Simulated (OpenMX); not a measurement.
CoO under changes of volume

One of the cells (11.640 Å³/atom); the others are scaled copies at fixed shape and fractional positions:

```
Co O
1.0
     1.61283    0.93117    2.58347
    -1.61283    0.93117    2.58347
     0.00000   -1.86234    2.58347
Co O
1 1
Direct
  0.99898 0.99898 0.99898
  0.75102 0.75102 0.75102
```

Measurements of this composition are mostly on another form, of space group No. 225.

* Program: OpenMX 3.8.5
* Functional: PBE
* Potentials or basis: OpenMX 2013 PBE set, Co6.0H-s3p2d2, O6.0-s2p2d1, fixed grid of 35 × 35 × 35 points
* k mesh: 11 × 11 × 11
* Occupations: fermi-dirac, width 0.05 eV
* Spin: collinear spin, ferromagnetic start
* Starting moments: [2.0, 0.0] μB

```csv
volume (Å³/atom),energy over the lowest point (meV/atom),moment (μB per cell)
10.727,22.17,2.49
10.955,10.88,2.60
11.183,?,?
11.640,0.00,2.83
11.868,3.29,2.88
12.096,9.91,2.91
```

What does the run at 11.183 Å³/atom give?

Energy over the lowest point 3.57 meV/atom; moment 2.69 μB per cell.

Worked out: A Birch-Murnaghan fit of order 3 (a polynomial in V^(-2/3)) to the other rows has its minimum at 11.53 Å³/atom with B0 = V·E''(V) = 123 GPa (rough, since the energies scatter) at fixed shape and positions, which overstates the stiffness. It gives 3.56 meV/atom at 11.183 Å³/atom, against the run's 3.57. A parabola through the other rows of the moment, of slope 0.374 μB per Å³/atom there, gives 2.69 μB, against the run's 2.69.

Energies are extrapolated to zero smearing.

Caveats: the basis of atomic orbitals isn't converged, which shifts pressures, moduli and gaps; a cell with one magnetic atom can't hold antiferromagnetic order, which such compounds often take; the real-space grid is too coarse here: the forces don't sum to zero and aren't listed, and the energy moves when atoms move against the grid (some runs).
